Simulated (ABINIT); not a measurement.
# Zn (P6_3/mmc) in ABINIT: further runs

The runs below take Zn through optical spectrum, phonons, with PBEsol.

Program: ABINIT 10.8.3 (patched build). These are calculated values, not measurements. Logs are shortened: lines on timing, memory, paths and dates and some standing lists are left out, and cuts for length are marked. The log counts tension as positive stress, the text compression.

## (1) The crystal as given

Symmetry: P6_3/mmc, No. 194, hexagonal system. The conventional cell has a = 2.670 Å, b = 2.670 Å, c = 4.966 Å, α = 90.00°, β = 90.00°, γ = 120.00°. Zn (site symmetry -6m2) is surrounded by 12 Zn at 2.67 to 2.92 Å.

## (2) Optical spectrum, PBEsol

run.abi

```
ndtset 3

pp_dirpath "./"
pseudos "Zn.upf"

acell 3*1.0
rprim
     5.0455687528     0.0000000000     0.0000000000
    -2.5227843764     4.3695907164     0.0000000000
     0.0000000000     0.0000000000     9.3843799349
ntypat 1
znucl 30
natom 2
typat 1 1
xred
            2/3            1/3            3/4
            1/3            2/3            1/4

ecut 38.0

ngkpt 18 18 10
nshiftk 1
shiftk 0.0 0.0 0.5
istwfk *1

ixc -116133

occopt 3
tsmear 0.1 eV

nstep 80

iomode 3
prteig 0
prtebands 0

nband1 24
tolvrs1 1.0e-12
prtden1 1
prtwf1 0
kptopt1 1

iscf2 -3
getden2 1
nband2 36
nbdbuf2 4
tolwfr2 1.0e-12
nstep2 120
prtden2 0
kptopt2 1

optdriver3 8
wfk_task3 "wfk_optics_fullbz"
getwfk3 2
nband3 32
kptopt3 1
prtevk3 1
inclvkb3 2
```

optic.abi

```
&FILES
 ddkfile_1 = 'runo_DS3_1_EVK.nc',
 ddkfile_2 = 'runo_DS3_2_EVK.nc',
 ddkfile_3 = 'runo_DS3_3_EVK.nc',
 wfkfile = 'runo_DS3_WFK.nc'
/
&PARAMETERS
 broadening = 0.005512,
 domega = 0.002,
 maxomega = 0.8,
 scissor = 0.000000,
 tolerance = 0.002
/
&COMPUTATIONS
 num_lin_comp = 2,
 lin_comp = 11,33,
 num_nonlin_comp = 0
/
```

Potentials or basis: PseudoDojo NC SR PBEsol v0.4 stringent.

Started as:

```console
$ mpirun --bind-to none -np 4 abinit run.abi > log 2>&1
$ optic optic.abi > optic.log 2>&1
```

run.abo:

```text
.Version 10.8.3 of ABINIT
 DATASET    1 : space group P6_3/m m c (#194); Bravais hP (primitive hexag.)
================================================================================
 Values of the parameters that define the memory need for DATASET  1.
     intxc =       0    ionmov =       0      iscf =       7    lmnmax =       6
     lnmax =       6     mgfft =      54  mpssoang =       3    mqgrid =    3001
     natom =       2  nloc_mem =       1    nspden =       1   nspinor =       1
    nsppol =       1      nsym =      24    n1xccc =    2501    ntypat =       1
    occopt =       3   xclevel =       2
       mpw =        2336          nfft =       48600          nkpt =         185
================================================================================
================================================================================
[... 13 lines left out ...]
 DATASET    3 : space group P6_3/m m c (#194); Bravais hP (primitive hexag.)
================================================================================
 Values of the parameters that define the memory need for DATASET  3.
     intxc =       0    ionmov =       0      iscf =       7    lmnmax =       6
     lnmax =       6     mgfft =      54  mpssoang =       3    mqgrid =    3001
     natom =       2  nloc_mem =       1    nspden =       1   nspinor =       1
    nsppol =       1      nsym =      24    n1xccc =    2501    ntypat =       1
    occopt =       3   xclevel =       2
       mpw =        2336          nfft =       48600          nkpt =         185
================================================================================
================================================================================

--------------------------------------------------------------------------------
------------- Echo of variables that govern the present computation ------------
--------------------------------------------------------------------------------
 -outvars: echo values of preprocessed input variables --------
            acell      1.0000000000E+00  1.0000000000E+00  1.0000000000E+00 Bohr
              amu      6.53900000E+01
             ecut      3.80000000E+01 Hartree
           getden1          0
           getden2          1
           getden3          0
           getwfk1          0
           getwfk2          0
           getwfk3          2
             iscf1          7
             iscf2         -3
             iscf3          7
              ixc     -116133
           jdtset        1    2    3
                       outvar_i_n : Printing only first  50 k-points.
         kptrlatt       18    0    0      0   18    0      0    0   10
          kptrlen      9.08202375E+01
            natom           2
            nband1         24
            nband2         36
            nband3         32
           nbdbuf1          0
           nbdbuf2          4
           nbdbuf3          0
           ndtset           3
            ngfft          30      30      54
             nkpt         185
            nstep1         80
            nstep2        120
            nstep3         80
             nsym          24
           ntypat           1
                       prtocc : prtvol=0, do not print more k-points.
                       prtocc : prtvol=0, do not print more k-points.
                       prtocc : prtvol=0, do not print more k-points.
           occopt           3
        optdriver1          0
        optdriver2          0
        optdriver3          8
           prtden1          1
           prtden2          0
           prtden3          1
        prtebands           0
           prteig           0
           prtevk1          0
           prtevk2          0
           prtevk3          1
            prtwf1          0
            prtwf2          1
            prtwf3          1
            rprim      5.0455687528E+00  0.0000000000E+00  0.0000000000E+00
                      -2.5227843764E+00  4.3695907164E+00  0.0000000000E+00
                       0.0000000000E+00  0.0000000000E+00  9.3843799349E+00
           shiftk      0.00000000E+00  0.00000000E+00  5.00000000E-01
          spgroup         194
           tolvrs1     1.00000000E-12
           tolvrs2     0.00000000E+00
           tolvrs3     0.00000000E+00
[... 215 lines left out ...]
 Non-SCF case, kpt    1 (  0.00000  0.00000  0.05000), residuals and eigenvalues=
  1.74E-13  6.30E-13  1.71E-13  2.19E-13  1.32E-13  1.48E-13  2.18E-13  1.58E-13
  1.68E-13  4.52E-13  2.62E-13  1.67E-13  3.36E-13  1.96E-13  2.76E-13  4.29E-13
  7.08E-13  9.79E-13  4.09E-13  5.68E-13  2.26E-13  1.59E-13  3.87E-13  3.70E-13
  4.14E-13  5.73E-13  2.28E-13  5.33E-13  8.83E-13  6.80E-13  9.77E-13  9.49E-13
  9.32E-11  5.16E-10  9.53E-06  8.68E-05
 -4.3571E+00 -4.3570E+00 -2.6777E+00 -2.6773E+00 -2.6773E+00 -2.6772E+00
 -2.6772E+00 -2.6772E+00 -9.9059E-02 -3.1602E-02 -5.2249E-03  2.6435E-03
  2.6435E-03  4.4425E-03  4.4425E-03  1.7190E-02  1.7190E-02  2.4657E-02
  2.4657E-02  1.3360E-01  1.8473E-01  7.6111E-01  9.1586E-01  9.1586E-01
  9.1678E-01  9.7493E-01  9.7493E-01  9.7852E-01  1.0215E+00  1.1413E+00
  1.1413E+00  1.1546E+00  1.1742E+00  1.1742E+00  1.2138E+00  1.2145E+00
 prteigrs : prtvol=0 or 1, do not print more k-points.

--- !ResultsGS
iteration_state: {dtset: 2, }
comment   : Summary of ground state results
lattice_vectors:
- [  5.0455688,   0.0000000,   0.0000000, ]
- [ -2.5227844,   4.3695907,   0.0000000, ]
- [  0.0000000,   0.0000000,   9.3843799, ]
lattice_lengths: [   5.04557,    5.04557,    9.38438, ]
lattice_angles: [ 90.000,  90.000, 120.000, ] # degrees, (23, 13, 12)
lattice_volume:   2.0689808E+02
convergence: {deltae:  0.000E+00, res2:  0.000E+00, residm:  9.994E-13, diffor:  0.000E+00, }
etotal    :  -4.17831626E+02
entropy   :   0.00000000E+00
fermie    :   2.83510009E-01
cartesian_stress_tensor: null
pressure_GPa: null
xred      :
- [  6.6667E-01,   3.3333E-01,   7.5000E-01, Zn]
- [  3.3333E-01,   6.6667E-01,   2.5000E-01, Zn]
cartesian_forces: null
force_length_stats: {min: null, max: null, mean: null, }
...

 Integrated electronic density in atomic spheres:
 ------------------------------------------------
 Atom  Sphere_radius  Integrated_density
    1        2.00000         18.10793565
    2        2.00000         18.10793565
================================================================================

 ----iterations are completed or convergence reached----

 Mean square residual over all n,k,spin=   40.757E-14; max=  99.936E-14
 reduced coordinates (array xred) for    2 atoms
       0.666666666667      0.333333333333      0.750000000000
       0.333333333333      0.666666666667      0.250000000000

 cartesian coordinates (angstrom) at end:
    1      1.33499999910734     0.77076260884117     3.72449999747660
    2     -0.00000000000000     1.54152521768234     1.24149999915887
 length scales=  1.000000000000  1.000000000000  1.000000000000 bohr
              =  0.529177210544  0.529177210544  0.529177210544 angstroms
 Eigenvalues (hartree) for nkpt= 185  k points:
 kpt#   1, nband= 36, wtk=  0.00062, kpt=  0.0000  0.0000  0.0500 (reduced coord)
  -4.35707   -4.35704   -2.67766   -2.67730   -2.67730   -2.67725   -2.67725   -2.67723
  -0.09906   -0.03160   -0.00522    0.00264    0.00264    0.00444    0.00444    0.01719
   0.01719    0.02466    0.02466    0.13360    0.18473    0.76111    0.91586    0.91586
   0.91678    0.97493    0.97493    0.97852    1.02153    1.14135    1.14135    1.15460
   1.17422    1.17422    1.21380    1.21446
      occupation numbers for kpt#   1
   2.00000    2.00000    2.00000    2.00000    2.00000    2.00000    2.00000    2.00000
   2.00000    2.00000    2.00000    2.00000    2.00000    2.00000    2.00000    2.00000
   2.00000    2.00000    2.00000    2.00000    2.00000    0.00000    0.00000    0.00000
   0.00000    0.00000    0.00000    0.00000    0.00000    0.00000    0.00000    0.00000
   0.00000    0.00000    0.00000    0.00000
 prteigrs : prtvol=0 or 1, do not print more k-points.

--- !EnergyTerms
iteration_state     : {dtset: 2, }
comment             : Components of total free energy in Hartree
kinetic             :  1.84249293575577E+02
hartree             :  1.39596286009608E+02
xc                  : -4.44584809336567E+01
Ewald energy        : -2.45434188628239E+02
psp_core            :  1.02749856410122E+01
local_psp           : -3.66256200789139E+02
non_local_psp       : -9.58027099366363E+01
internal            : -4.17831015061473E+02
'-kT*entropy'       : -6.10915863091646E-04
total_energy        : -4.17831625977336E+02
...

--- !EnergyTermsDC
iteration_state     : {dtset: 2, }
comment             : '"Double-counting" decomposition of free energy'
band_energy         : -4.89069119983358E+01
Ewald energy        : -2.45434188628239E+02
psp_core            :  1.02749856410122E+01
xc_dc               : -1.33764900298361E+02
internal            : -4.17831015283923E+02
'-kT*entropy'       : -6.10915863091646E-04
total_energy_dc     : -4.17831626199786E+02
...

================================================================================
== DATASET  3 ==================================================================

--- !DatasetInfo
iteration_state: {dtset: 3, }
dimensions: {natom: 2, nkpt: 185, mband: 32, nsppol: 1, nspinor: 1, nspden: 1, mpw: 2336, }
cutoff_energies: {ecut:  38.0, pawecutdg:  -1.0, }
electrons: {nelect:   4.00000000E+01, charge:   0.00000000E+00, occopt:   3.00000000E+00, tsmear:   3.67493222E-03, }
meta: {optdriver: 8, wfk_task: 7, }
...

 mkfilename : getwfk/=0, take file _WFK from output of DATASET   2.

--------------------------------------------------------------------------------

 Computation of velocity matrix elements (DDK)

 Parameters extracted from the Abinit header:
    ecut:     38.0
    nkpt:    3240
    mband:   36
    nsppol:  1
    nspinor: 1
    useylm:  0
    inclvkb: 2
    bmin: 1, bmax: 36
    Computing diagonal and off-diagonal matrix elements
    Between band index bmin: 1, bmax: 36

== END DATASET(S) ==============================================================
================================================================================

 -outvars: echo values of variables after computation  --------
            acell      1.0000000000E+00  1.0000000000E+00  1.0000000000E+00 Bohr
           etotal1    -4.1783162620E+02
           etotal2    -4.1783162620E+02
           etotal3     0.0000000000E+00
            fcart1    -1.3341633793E-29  5.3919571035E-29  3.9228493695E-31
                       1.3341633793E-29 -5.3919571035E-29 -3.9228493695E-31
            fcart3     0.0000000000E+00  0.0000000000E+00  0.0000000000E+00
                       0.0000000000E+00  0.0000000000E+00  0.0000000000E+00
            rprim      5.0455687528E+00  0.0000000000E+00  0.0000000000E+00
                      -2.5227843764E+00  4.3695907164E+00  0.0000000000E+00
                       0.0000000000E+00  0.0000000000E+00  9.3843799349E+00
           strten1     2.7097443112E-04  2.7097443262E-04  1.6717796416E-04
                       0.0000000000E+00  0.0000000000E+00  0.0000000000E+00
           strten3     0.0000000000E+00  0.0000000000E+00  0.0000000000E+00
                       0.0000000000E+00  0.0000000000E+00  0.0000000000E+00
           xangst      1.3349999991E+00  7.7076260884E-01  3.7244999975E+00
                      -1.8691095525E-17  1.5415252177E+00  1.2414999992E+00
             xred      6.6666666667E-01  3.3333333333E-01  7.5000000000E-01
                       3.3333333333E-01  6.6666666667E-01  2.5000000000E-01
 Calculation completed.
```

Run time: 8 min. Hardware: 4 MPI ranks of Intel Xeon at 2.50GHz (Skylake/Cascade Lake), shared host; peak memory 7.5 GiB.

What came out:

| Item | Value |
| --- | --- |
| Free energy | -11369.7778 eV |
| Pressure | -7.0 GPa |

Dielectric function (mean over the directions given):
```tsv
energy (eV)	real part	imaginary part
0.33	2.48	56.62
1.31	47.38	51.51
2.29	-21.88	21.81
3.37	-8.75	4.11
4.35	-5.00	1.75
5.44	-2.18	0.75
6.42	-0.93	0.66
7.51	0.07	0.80
8.49	0.37	0.94
9.58	0.38	1.01
10.56	0.34	0.97
11.65	0.32	0.73
12.63	0.56	0.67
13.71	0.59	0.63
14.69	0.63	0.64
15.78	0.69	0.61
16.76	0.73	0.73
17.85	0.56	0.65
18.83	0.49	0.54
19.92	0.58	0.37
```

Caveat: the intraband (Drude) term is left out; spectra need much finer meshes, so this one isn't converged; independent-particle spectra lack excitons.

(Part 1 of 2 ends here.)
